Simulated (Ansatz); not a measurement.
# BN (P6_3/mmc) in Ansatz: settings compared, part 2 of 2

Ansatz 0.2.0. Earlier steps stand in the parts before.

## 4. Phonons, PBEsol

The input, input.yaml:

```yaml
crystal:
  lattice:
    - [2.49824, 0.0, 0.0]
    - [-1.24912, 2.1635393048, 0.0]
    - [0.0, 0.0, 6.6357]
  atoms:
    - { symbol: "N", position: [0.6666666667, 0.3333333333, 0.25] }
    - { symbol: "N", position: [0.3333333333, 0.6666666667, 0.75] }
    - { symbol: B, position: [0.6666666667, 0.3333333333, 0.75] }
    - { symbol: B, position: [0.3333333333, 0.6666666667, 0.25] }
hamiltonian:
  xc: pbesol
  pseudopotentials: { kind: paw }
kpoints:
  mp_grid: { grid: [9, 9, 3] }
scf:
  occupations: { method: fixed }
phonons:
  method: dfpt
  dielectric: true
  rigid_motions: translations
```

Potentials or basis: Ansatz PAW.

The run is started by

```bash
$ ansatz run input.yaml --threads 2 --pin off --max-ram 5632MiB --backend cpu --events-out ev --progress --plain --runs-dir out
```

Log:

```text
Warning: RAYON_NUM_THREADS=2 ignored (pool sized by the plan → 2); use --threads N
Engine: ansatz 0.2.0, x86_64-unknown-linux-gnu
Pseudopotentials: kind: paw
Pseudopotential: N, paw, valence charge 5, recommended cutoff 420 eV (normal), N.paw.azcp
Pseudopotential: B, paw, valence charge 3, recommended cutoff 420 eV (normal), B.paw.azcp
Functional definition: PBEsol
  exchange = pbesol_x
  correlation = pbesol_c
Crystal: 4 atoms, lattice volume = 35.866 Å³
Basis set: ecut = 420 eV, 689 PW (Γ), exchange–correlation on 36×36×96 points (8 copies of the dense FFT grid, shifted against one another)
Bands: 12, of which v1, the nominal top of the filled ones, is band 8 counted from 1 (7 counted from 0)
Symmetry: 24 space group operations
k-points: 70 of 243 (irreducible under 2 space group operations, time reversal used)
Non-local potential: N, projectors of the file, l = 0: 2, l = 1: 2, l = 2: 1
Non-local potential: B, projectors of the file, l = 0: 2, l = 1: 2, l = 2: 1
PAW form: soft (Blöchl's): semilocal exchange-correlation on the pseudo side does not see the compensation charge
PAW frozen core: N, regenerated for the run's functional, and the local potential with it (the file was generated under x = pbe(κ = 0.804, μ = 0.2195149727645171), c = pbe(β = 0.06672455060314922))
PAW frozen core: B, regenerated for the run's functional, and the local potential with it (the file was generated under x = pbe(κ = 0.804, μ = 0.2195149727645171), c = pbe(β = 0.06672455060314922))
PAW one-centre angular grid: N, 110 points (default); XC on 64 Gauss nodes
PAW one-centre angular grid: B, 110 points (default); XC on 64 Gauss nodes
Initial density: superposition of atomic densities (neutral atoms: chi_scale 0, normalization atom), corrected by the library's trained network
Initial wavefunctions: pseudopotential atomic-orbital guess
[... 97 lines left out ...]
       1375.26      2           111.0424
  optical modes at Γ + LO–TO along q̂ = [1.0000, 0.0000, 0.0000]:
      ω (cm⁻¹)  modes    IR ((D/Å)²/amu)
         45.00      2             0.0000
        102.17      1             0.0000
        739.75      1             4.2188
        790.19      1             0.0000
       1375.21      2             0.0000
       1375.26      1            55.5212
       1605.87      1            55.5212
  optical modes at Γ + LO–TO along q̂ = [0.0000, 1.0000, 0.0000]:
      ω (cm⁻¹)  modes    IR ((D/Å)²/amu)
         45.00      2             0.0000
        102.17      1             0.0000
        739.75      1             4.2188
        790.19      1             0.0000
       1375.21      2             0.0000
       1375.26      1            55.5212
       1605.87      1            55.5212
  optical modes at Γ + LO–TO along q̂ = [0.0000, 0.0000, 1.0000]:
      ω (cm⁻¹)  modes    IR ((D/Å)²/amu)
         45.00      2             0.0000
        102.17      1             0.0000
        790.19      1             0.0000
        799.23      1             4.2188
       1375.21      2             0.0000
       1375.26      2           111.0424
```

It took 78 s on 2 threads of Intel Xeon at 2.50GHz (Skylake/Cascade Lake), shared host; peak memory 0.47 GiB.

Results:

```
Free energy                                             : -1067.5519 eV
Band gap on the k mesh                                  : 4.34 eV, indirect (least direct gap 4.62 eV)
Electronic dielectric tensor (diagonal)                 : 4.80, 4.80, 2.74
Born charges (mean of the diagonal)                     : N -2.06; B +2.06 e
Highest phonon frequency at Γ, LO-TO splitting left out : 1375 cm⁻¹
Static dielectric tensor (diagonal)                     : 6.55, 6.55, 3.20
```

Levels at points of the mesh, in eV from the valence-band top:
```csv
k point,band 5,band 6,band 7,band 8,band 9,band 10,band 11,band 12
"(0.00, 0.00, 0.00)",-1.28,-1.28,-1.24,-1.24,5.08,10.23,11.61,11.61
```

Phonon frequencies in cm⁻¹ (negative: imaginary):
| q point | frequencies |
| --- | --- |
| (0.000, 0.000, 0.000) | 0 0 0 45 45 102 740 790 1375 1375 1375 1375 |

Electronic dielectric tensor:
```
4.80 0.00 0.00
0.00 4.80 0.00
0.00 0.00 2.74
```

Born effective charge tensors (e):
atom 1, N
```
-2.71  0.00  0.00
 0.00 -2.71  0.00
 0.00  0.00 -0.75
```
atom 2, N
```
-2.71  0.00  0.00
 0.00 -2.71  0.00
 0.00  0.00 -0.75
```
atom 3, B
```
2.71 0.00 0.00
0.00 2.71 0.00
0.00 0.00 0.75
```
atom 4, B
```
2.71 0.00 0.00
0.00 2.71 0.00
0.00 0.00 0.75
```

Static dielectric tensor, electrons and zone-centre modes:
```
6.55 0.00 0.00
0.00 6.55 0.00
0.00 0.00 3.20
```

Caveat: odd divisions of the mesh miss points on the zone boundary, where band edges often lie, so the gap on the mesh can be too wide; this functional lacks dispersion, which binds the layers, so the pressure and a relaxed spacing across them are unreliable; the PAW data sets come from PBE, with cores solved anew for the run's functional, which leaves a small shift of forces and pressure.

## 5. Elastic constants, PBE

input.yaml: that of step 4 with these lines changed.

```diff
@@ -11,3 +11,3 @@
 hamiltonian:
-  xc: pbesol
+  xc: pbe
   pseudopotentials: { kind: paw }
@@ -17,5 +17,7 @@
   occupations: { method: fixed }
-phonons:
-  method: dfpt
-  dielectric: true
-  rigid_motions: translations
+output:
+  forces: true
+  stress: true
+elastic:
+  mode: relaxed_ion
+  stencil: two_point
```

Potentials or basis: Ansatz PAW.

The run is started by

```bash
$ ansatz run input.yaml --threads 2 --pin off --max-ram 5632MiB --backend cpu --events-out ev --progress --plain --runs-dir out
```

Log:

```text
Warning: RAYON_NUM_THREADS=2 ignored (pool sized by the plan → 2); use --threads N
[... 9 set-up lines as earlier in the session ...]
Crystal: 4 atoms, lattice volume = 35.866 Å³
Basis set: ecut = 420 eV, 689 PW (Γ), exchange–correlation on 36×36×90 points (8 copies of the dense FFT grid, shifted against one another)
Bands: 12, of which v1, the nominal top of the filled ones, is band 8 counted from 1 (7 counted from 0)
[... 2 set-up lines as earlier in the session ...]
k-points: 24 of 243
[... 8 set-up lines as earlier in the session ...]
SCF iter   1: F=—  HF=-1084.800416 eV  |F-HF|=—  |Δ(HF+E_count)|=         —  Δρ=1.47e-3  dr2=2.07e-4  ethr=1.77e-3  ⟨swp⟩=4.9  Hψ=1492  notcnv=0  defer=40
preconditioner: auto → none  [insulator: Δε(μ)=4.428 eV  Ē_g=15.891 eV  n_scr=4 (ndim 8)  ℏωp=24.8 eV  f_vac=0.022  ε∞_Penn≈3.4]
SCF iter   2: F=—  HF=-1084.801465 eV  |F-HF|=—  |Δ(HF+E_count)|=   1.05e-3  Δρ=7.39e-4  dr2=4.06e-5  ethr=1.29e-6  ⟨swp⟩=2.3  Hψ=708  notcnv=0  defer=48
SCF iter   3: F=—  HF=-1084.801774 eV  |F-HF|=—  |Δ(HF+E_count)|=   3.09e-4  Δρ=3.22e-4  dr2=8.89e-6  ethr=2.54e-7  ⟨swp⟩=2.0  Hψ=520  notcnv=0  defer=44
SCF iter   4: F=—  HF=-1084.801839 eV  |F-HF|=—  |Δ(HF+E_count)|=   6.50e-5  Δρ=2.34e-5  dr2=6.40e-8  ethr=5.56e-8  ⟨swp⟩=2.0  Hψ=496  notcnv=0  defer=27
[... 189 lines left out ...]
  E_smearing   = -0.000000  (= −TS)
  E_closure    = -0.000000  (closes the sum)
  Σ components = -1084.801841   (vs F -1084.801841, Δ=0.00e0)
--- Forces (eV/Å), atoms counted from 1 ---
  atom   1  N      0.00000000     0.00000000     0.00000000
  atom   2  N      0.00000000    -0.00000000    -0.00000000
  atom   3  B      0.00000000     0.00000000     0.00000000
  atom   4  B      0.00000000    -0.00000000    -0.00000000
  max |Σ_I F_I| component: 7.40e-17 eV/Å
--- Stress (GPa, compression-positive) ---
        6.125031       0.000000       0.000000
       -0.000000       6.125031       0.000000
        0.000000       0.000000       3.001709
  P = ⅓ Tr σ = 5.0839 GPa (50.839 kbar)
--- Band table (eV; the first three rows and the last of 24) ---
  k-point 0: bands = ["-13.0435", "-12.7483", "-1.4563", "0.6704", "3.4723", "3.4723", "3.5094", "3.5094", "10.0608", "15.1420", "16.4271", "16.4271"]
  k-point 1: bands = ["-12.9732", "-12.8257", "-1.0060", "0.0350", "3.4817", "3.4817", "3.4997", "3.4997", "11.2515", "13.6835", "16.4575", "16.4575"]
  k-point 2: bands = ["-12.8016", "-12.5145", "-1.1231", "0.9695", "2.5105", "2.5428", "3.0247", "3.0679", "10.4889", "14.9655", "16.1445", "16.4396"]
  k-point 23: bands = ["-9.2022", "-9.2022", "-3.1781", "-3.0976", "-2.3622", "-2.3622", "4.7727", "4.7727", "9.5099", "9.5099", "16.1727", "17.6723"]
--- Elastic constants: 3 strain directions × 2 members + reference (group order 24) ---
  dense FFT box of the reference and of every strained cell: 18×18×45
  strains applied: 11, 33, 23; error gains: componentwise 1.00 (the most a stress slope's error grows in a printed constant), spectral 1.41 (1 for all six strains in a standard setting)
  C = ∂σ_k/∂η_j (tension-positive GPa; Voigt order 11 22 33 23 13 12):
       898.551    215.441      6.618     -0.000      0.000      0.000
       215.441    898.551      6.618     -0.000      0.000      0.000
         3.141      3.141     32.273     -0.000      0.000     -0.000
         0.000     -0.000      0.000      2.380      0.000     -0.000
         0.000     -0.000     -0.000      0.000      2.380     -0.000
        -0.000      0.000      0.000     -0.000      0.000    341.555
  reference stress σ⁰ (GPa):     -6.125     -6.125     -3.002     -0.000     -0.000     -0.000
  C* (energy form; C + prestress term) asymmetry max|C*_kj − C*_jk| = 3.534e-1 GPa — a small one proves nothing (zero by symmetry where the batch's group is 432, −43m or m−3m); a large one is finite-difference/SCF noise where every solve meets its electron count
  moduli (Voigt/Reuss/Hill, GPa): K = 253.31/30.98/142.14   G = 176.21/5.63/90.92   E = 224.82   ν = 0.236
  mechanically stable: yes (min eigenvalue of sym C = 2.38 GPa)
  strain η (Voigt 11):  stress-route row diagonal C_11 = 898.55 GPa, energy-path curvature d²(F+E_count+ΔE)/dδ²/Ω₀ = 901.11 GPa
         δ    σ_11 (GPa)             F (eV)   n_scf  n_hpsi   n_pw
    -2.000e-3      -7.9321       -1084.7986412       5    8995    713   relax 4 steps, max|allowed force component| 1.30e-7 eV/Å
     2.000e-3      -4.3379       -1084.8042567       6    9049    715   relax 3 steps, max|allowed force component| 7.10e-7 eV/Å
  strain η (Voigt 33):  stress-route row diagonal C_33 = 32.27 GPa, energy-path curvature d²(F+E_count+ΔE)/dδ²/Ω₀ = 31.85 GPa
         δ    σ_33 (GPa)             F (eV)   n_scf  n_hpsi   n_pw
    -2.000e-3      -3.0669       -1084.8004246       7    5646    713   relax 0 steps, max|allowed force component| 2.80e-16 eV/Å
     2.000e-3      -2.9378       -1084.8033054       6    4993    713   relax 0 steps, max|allowed force component| 1.19e-15 eV/Å
  strain η (Voigt 23):  stress-route row diagonal C_44 = 2.38 GPa, energy-path curvature d²(F+E_count+ΔE)/dδ²/Ω₀ = 5.23 GPa
         δ    σ_23 (GPa)             F (eV)   n_scf  n_hpsi   n_pw
    -2.000e-3      -0.0048       -1084.8018381      10   17330    713   relax 1 steps, max|allowed force component| 1.22e-5 eV/Å
     2.000e-3       0.0048       -1084.8018381      10   17356    713   relax 1 steps, max|allowed force component| 1.23e-5 eV/Å
```

elastic.tsv:

```text
# convention: tension-positive GPa; Voigt order 11 22 33 23 13 12; engineering shear strains; stresses and constants hold the Pulay correction, whose part of sigma0, of c and of each member's stress the lines and columns named pulay_correction_..._gpa give (of c_energy it is that of c and, on the columns of strains 1 to 3, that of sigma0; of a layer's constants it is that of c in the plane, times a tenth of its plane spacing in ang); where a line pulay_correction_withheld stands none holds it
[... 15 lines left out ...]
6	-9.0796697771e-15	2.4085142523e-14	5.5778561231e-24	-8.9132932665e-31	0.0000000000e0	3.4155495762e2	-9.1723142245e-15	2.3992498076e-14	-9.2644441744e-17	-8.9132932665e-31	0.0000000000e0	3.4155495762e2	-4.6394586909e-19	-1.3400309829e-17	1.2219924811e-25	4.9591107007e-34	0.0000000000e0	-2.9941495579e-1
```

elastic_members.tsv:

```text
# convention: tension-positive GPa; Voigt order 11 22 33 23 13 12; engineering shear strains; stresses and constants hold the Pulay correction, whose part of sigma0, of c and of each member's stress the lines and columns named pulay_correction_..._gpa give (of c_energy it is that of c and, on the columns of strains 1 to 3, that of sigma0; of a layer's constants it is that of c in the plane, times a tenth of its plane spacing in ang); where a line pulay_correction_withheld stands none holds it
[... 13 lines left out ...]
3	2.0000000000e-3	-6.1250882650e0	-6.1250479072e0	-3.0026690143e0	4.7597167431e-3	0.0000000000e0	7.6715424429e-22	-1.0848018381e3	-1.0848018381e3	10	17356	713	1	1.2262071994e-5	0.0000000000e0	-5.6682539028e-1	-5.6700802125e-1	-6.7808250529e-1	7.9569535678e-4	-0.0000000000e0	-0.0000000000e0	1.6404658644e-4	0.0000000000e0
```

It took 45 s on 2 threads of Intel Xeon at 2.50GHz (Skylake/Cascade Lake), shared host; peak memory 0.35 GiB.

What came out:

| Property | Result |
| --- | --- |
| Free energy | -1084.8018 eV |
| Pressure | 5.1 GPa |
| Band gap on the k mesh | 4.43 eV, indirect (least direct gap 4.72 eV) |
| Voigt bulk modulus | 253 GPa |

Elastic tensor in Voigt notation (GPa, in the Cartesian axes of the cell as first typed):
```
899 215   7   0   0   0
215 899   7   0   0   0
  3   3  32   0   0   0
  0   0   0   2   0   0
  0   0   0   0   2   0
  0   0   0   0   0 342
```

Caveat: the cell is more than 3 GPa from zero pressure, which shifts response properties; odd divisions of the mesh miss points on the zone boundary, where band edges often lie, so the gap on the mesh can be too wide; the pressure holds a Pulay correction of +0.6 GPa for the finite cutoff; this functional lacks dispersion, which binds the layers, so the pressure and a relaxed spacing across them are unreliable.

## 6. The runs side by side

| task | level | k mesh | smearing | points for each segment of the path | atoms under strain | gap on the mesh (eV) | pressure (GPa) |
| --- | --- | --- | --- | --- | --- | --- | --- |
| band structure | PBEsol | 12 × 12 × 4 | fermi-dirac 0.05 eV | 14 | - | 4.19 | 2.1 |
| Born charges and dielectric tensor | PBE | 12 × 12 × 4 | fixed | - | - | 4.29 | - |
| phonons | PBEsol | 9 × 9 × 3 | fixed | - | - | 4.34 | - |
| elastic constants | PBE | 9 × 9 × 3 | fixed | - | relaxed | 4.43 | 5.1 |

Alike in all rows: potentials or basis Ansatz PAW; no spin polarisation; cell as given; cutoff (eV) 420.

On the cell as given the gap runs from 4.15 eV (PBEsol) to 4.43 eV (PBE); the meshes differ, which moves gaps too.

Caveats: this functional lacks dispersion, which binds the layers, so the pressure and a relaxed spacing across them are unreliable; the PAW data sets come from PBE, with cores solved anew for the run's functional, which leaves a small shift of forces and pressure (some runs); odd divisions of the mesh miss points on the zone boundary, where band edges often lie, so the gap on the mesh can be too wide (some runs); the cell is more than 3 GPa from zero pressure, which shifts response properties (some runs).

Total energies depend on the potentials used, so only differences within one code and one set of settings carry meaning.
